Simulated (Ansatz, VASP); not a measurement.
Two plane-wave programs on Sb

```xyz
4
Lattice="3.0617 0.0000 0.0000 0.0000 4.3300 0.0000 0.0000 0.0000 23.4949" Properties=species:S:1:pos:R:3 pbc="T T T"
Sb    0.0000    2.1650    8.5000
Sb    0.0000    0.0000   10.6650
Sb    0.0000    2.1650   12.8300
Sb    0.0000    0.0000   14.9949
```

Alike in both runs: task relaxation of the atoms; functional PBEsol; k mesh 9 × 7 × 1; occupations gaussian, width 0.1 eV; no spin polarisation.

|  | VASP | Ansatz |
| --- | --- | --- |
| version | VASP 6.6.1 | Ansatz 0.2.0 |
| potentials or method | VASP PAW PBE potentials, release 64 (Sb) | scalar-relativistic, plane waves, PAW |
| plane-wave cutoff (eV) | 520 | 420 |
| valence electrons in the cell | 20 | 60 |

|  | VASP | Ansatz | Ansatz less VASP |
| --- | --- | --- | --- |
| gap on the k mesh at the Fermi level, each at its own relaxed structure (eV) | none | none | - |
| energy change over the relaxation (meV/atom) | -32 | -34 | -1.7 |

A gap of «none» marks a metal or a gap that the smearing closes. The two sets of potentials don't hold the same shells in valence.

 The runs have no spin-orbit coupling, so splittings on Sb are missing.
